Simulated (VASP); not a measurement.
# Nb (Im-3m) in VASP: settings compared, part 2 of 2

VASP 6.6.1.

## Step 5: Relaxation of cell and atoms, PBE+D3(BJ)

Contents of INCAR:

```
PREC = Accurate ; ENCUT = 600
EDIFF = 1E-7 ; ISMEAR = 0
SIGMA = 0.1 ; LREAL = False
LASPH = True ; NELM = 100
ALGO = Normal ; ISIF = 3
LWAVE = False ; LCHARG = False
GGA = PE ; IVDW = 12
IBRION = 2 ; NSW = 90
EDIFFG = -0.005
```

Contents of KPOINTS:

```
regular mesh
0
Gamma
  18 18 18
```

Contents of POSCAR:

```
Nb
1.0
   -1.6588161900      1.6588161900      1.6588161900
    1.6588161900     -1.6588161900      1.6588161900
    1.6588161900      1.6588161900     -1.6588161900
Nb
1
Direct
    0.0000000000      0.0000000000      0.0000000000
```

Launch:

```
> cat potpaw_PBE.64/Nb_sv/POTCAR > POTCAR
> mpirun -np 1 vasp_std > vasp.out
```

Wall time 39 s (1 thread of Intel Xeon 6975P-C (Granite Rapids), shared host); peak memory 0.19 GiB.

The run converged. Its results:

```
Free energy                            : -10.9666 eV
Relaxed volume                         : 17.40 Å³/atom
Relaxed cell                           : a = 2.828 Å, b = 2.828 Å, c = 2.828 Å, α = 109.47°, β = 109.47°, γ = 109.47°
Space group after relaxing (to 0.05 Å) : Im-3m (No. 229)
Energy gained by relaxing              : 22.1 meV/atom
Ionic steps                            : 4
Pressure after relaxing                : 0.0 GPa
Band gap on the k mesh                 : none (metal or under the smearing width)
Dispersion energy per atom             : -0.763 eV
```

Step by step:
```
step  energy change (eV)  largest force (eV/Å)  pressure (GPa)  volume (Å³)
   1              0.0000                0.0000           -7.94        18.26
   2              0.0527                0.0000           17.85        15.97
   3             -0.0220                0.0000           -0.23        17.42
   4             -0.0221                0.0000           -0.02        17.40
```

Final structure:
```
Nb
1.0
    -1.63250    1.63250    1.63250
     1.63250   -1.63250    1.63250
     1.63250    1.63250   -1.63250
Nb
1
Direct
  0.00000 0.00000 0.00000
```

Levels at points of the mesh, in eV from the Fermi level:
| k point | band 4 | band 5 | band 6 | band 7 | band 8 | band 9 |
| --- | --- | --- | --- | --- | --- | --- |
| (0.00, 0.00, 0.00) | -29.54 | -6.00 | 0.36 | 0.36 | 0.36 | 3.39 |
| (0.50, 0.00, 0.00) | -29.55 | -3.86 | -1.75 | 2.47 | 3.44 | 4.15 |
| (0.50, 0.50, 0.50) | -30.56 | -3.91 | -3.91 | 5.85 | 5.85 | 5.85 |

Caveat: pairwise dispersion overbinds metals, which lowers pressure and volume.

## Step 6: Relaxation of cell and atoms, PBEsol

Contents of INCAR:

```
PREC = Accurate ; ENCUT = 300
EDIFF = 1E-7 ; ISMEAR = 0
SIGMA = 0.1 ; LREAL = False
LASPH = True ; NELM = 100
ALGO = Normal ; ISIF = 3
LWAVE = False ; LCHARG = False
GGA = PS ; IBRION = 2
NSW = 90 ; EDIFFG = -0.005
```

KPOINTS is that of step 5.

POSCAR is that of step 5.

Potentials or basis: VASP PAW PBE potentials, release 64 (Nb_sv).

Launch:

```
> cat potpaw_PBE.64/Nb_sv/POTCAR > POTCAR
> mpirun -np 1 vasp_std > vasp.out
```

OUTCAR:

```text
PREC = Accurate
   ENCUT = 300
   EDIFF = 1E-7
   ISMEAR = 0
   LREAL = False
   LASPH = True
   NELM = 100
   ISIF = 3
   GGA = PS
   IBRION = 2
   NSW = 90
   EDIFFG = -0.005

 ion  position               nearest neighbor table
   1  0.000  0.000  0.000-

  LATTYP: Found a body centered cubic cell.
 ALAT       =     3.3176323800

  Lattice vectors:

 A1 = (  -1.6588161900,   1.6588161900,   1.6588161900)
 A2 = (   1.6588161900,  -1.6588161900,   1.6588161900)
 A3 = (   1.6588161900,   1.6588161900,  -1.6588161900)

Analysis of symmetry for initial positions (statically):
=====================================================================
 Subroutine PRICEL returns:
 Original cell was already a primitive cell.

 Routine SETGRP: Setting up the symmetry group for a
 body centered cubic supercell.

 Subroutine GETGRP returns: Found 48 space group operations
 (whereof 48 operations were pure point group operations)
 out of a pool of 48 trial point group operations.

The static configuration has the point symmetry O_h .
[... 168 lines left out ...]
  -------------------------------------------------------------------------------------
  Total       -0.9459376     -0.9459376     -0.9459376      0.0000000      0.0000000     -0.0000000
  in kB      -83.0076773    -83.0076773    -83.0076773      0.0000000      0.0000000     -0.0000000
  external PRESSURE =     -83.0076773 kB  Pullay stress =       0.0000000 kB
[... 92 lines left out ...]
--------------------------------------- Ionic step        4  -------------------------------------------

 number of electron      12.9999992 magnetization

 Free energy of the ion-electron system (eV)
  ---------------------------------------------------
  ext. energy  EPLUGINS =         0.00000000
  ---------------------------------------------------
  free energy    TOTEN  =       -10.94635912 eV

  energy without entropy =      -10.93855771  energy(sigma->0) =      -10.94245842

 E-fermi :  11.5194     XC(G=0): -12.8052

 val. band max:       11.5119962496   @ k =   0.2778   0.1111   0.1111
 cond. band min:      11.5269615722   @ k =   0.3333   0.1667   0.1667
 fundamental gap:      0.0149653226
 Fermi energy:        11.5194312046

 k-point     1 :       0.0000    0.0000    0.0000
  band No.  band energies     occupation
      1     -42.6725      2.00000
      2     -17.9267      2.00000
      3     -17.9267      2.00000
      4     -17.9267      2.00000
      5       5.5637      2.00000
      6      11.8836      0.00000
      7      11.8836      0.00000
      8      11.8836      0.00000
      9      14.9077      0.00000
     10      14.9077      0.00000
[... 287 lines left out ...]
 k-point    24 :       0.3889    0.1111    0.0000
  band No.  band energies     occupation
      1     -42.3876      2.00000
      2     -19.3552      2.00000
      3     -18.4493      2.00000
      4     -18.0085      2.00000
      5       8.0712      2.00000
      6       9.9048      2.00000
      7      12.7456      0.00000
      8      14.8109      0.00000
      9      15.9567      0.00000
     10      18.5853      0.00000

 [... further k-points ...]
[... 5 lines left out ...]
  --------------------------------------------------------------------------------------
  -------------------------------------------------------------------------------------
  Total       -0.0017627     -0.0017627     -0.0017627     -0.0000000     -0.0000000     -0.0000000
  in kB       -0.1621692     -0.1621692     -0.1621692     -0.0000000     -0.0000000     -0.0000000
  external PRESSURE =      -0.1621692 kB  Pullay stress =       0.0000000 kB
[... 16 lines left out ...]
  FREE ENERGIE OF THE ION-ELECTRON SYSTEM (eV)
  ---------------------------------------------------
  free  energy   TOTEN  =       -10.9463591248 eV

  energy  without entropy=      -10.9385577069  energy(sigma->0) =      -10.94245842

 reached required accuracy - stopping structural energy minimisation
```

OSZICAR:

```text
N       E                     dE             d eps       ncg     rms          rms(c)
DAV:   1     0.682260819117E+02    0.68226E+02   -0.57217E+03  4052   0.878E+02
DAV:   2    -0.846658879277E+01   -0.76693E+02   -0.74697E+02  4410   0.323E+02
DAV:   3    -0.113453967876E+02   -0.28788E+01   -0.27586E+01  5890   0.502E+01
[... 50 lines left out ...]
DAV:   7    -0.109463594584E+02    0.46390E-06   -0.47806E-08  2126   0.227E-03    0.132E-04
DAV:   8    -0.109463593418E+02    0.11658E-06   -0.17540E-08  2016   0.138E-03    0.187E-04
DAV:   9    -0.109463589270E+02    0.41476E-06   -0.10846E-08  2004   0.104E-03    0.191E-04
DAV:  10    -0.109463591131E+02   -0.18612E-06   -0.64224E-09  1998   0.791E-04    0.504E-05
DAV:  11    -0.109463591248E+02   -0.11618E-07   -0.32904E-09  1992   0.516E-04
   4 F= -.10946359E+02 E0= -.10942458E+02  d E =-.225933E-01
```

Wall time 16 s (1 thread of Intel Xeon 6975P-C (Granite Rapids), shared host); peak memory 0.13 GiB.

The run converged, but some of its settings lie outside the range that counts as converged, so its numbers aren't taken as properties of the crystal.

What came out:

```yaml
Free_energy: -10.9464 eV
Relaxed_volume: 17.42 Å³/atom
Relaxed_cell: a = 2.828 Å, b = 2.828 Å, c = 2.828 Å, α = 109.47°, β = 109.47°, γ = 109.47°
Space_group_after_relaxing_to_0.05_Å: Im-3m (No. 229)
Energy_gained_by_relaxing: 22.6 meV/atom
Ionic_steps: 4
Band_gap_on_the_k_mesh: none (metal or under the smearing width)
```

Caveat: the cutoff is under 1.25 times the usual one of these potentials, so pressure, stress and relaxed cells hold a basis-set (Pulay) error; the PAW data sets were made with another functional, which shifts forces and pressure a little.

## Step 7: Summary

```tsv
level	potentials or basis	gap on the mesh (eV)	pressure (GPa)	relaxed volume (Å³/atom)
PBEsol	VASP PAW PBE potentials, release 64 (Nb_sv)	none	0.0	17.50
LDA	VASP PAW LDA potentials, release 64 (Nb_sv)	none	0.0	17.12
PBE	VASP PAW PBE potentials, release 64 (Nb_sv)	none	0.0	18.12
PBE+D3(BJ)	VASP PAW PBE potentials, release 64 (Nb_sv)	none	0.0	17.40
```

Alike in all rows: task relaxation of cell and atoms; no spin polarisation; cell relaxed; k mesh 18 × 18 × 18; cutoff (eV) 600; smearing gaussian 0.1 eV.

Caveats: the PAW data sets were made with another functional, which shifts forces and pressure a little (some runs); pairwise dispersion overbinds metals, which lowers pressure and volume (some runs).

Absolute energies hang on the potentials; compare differences alone.
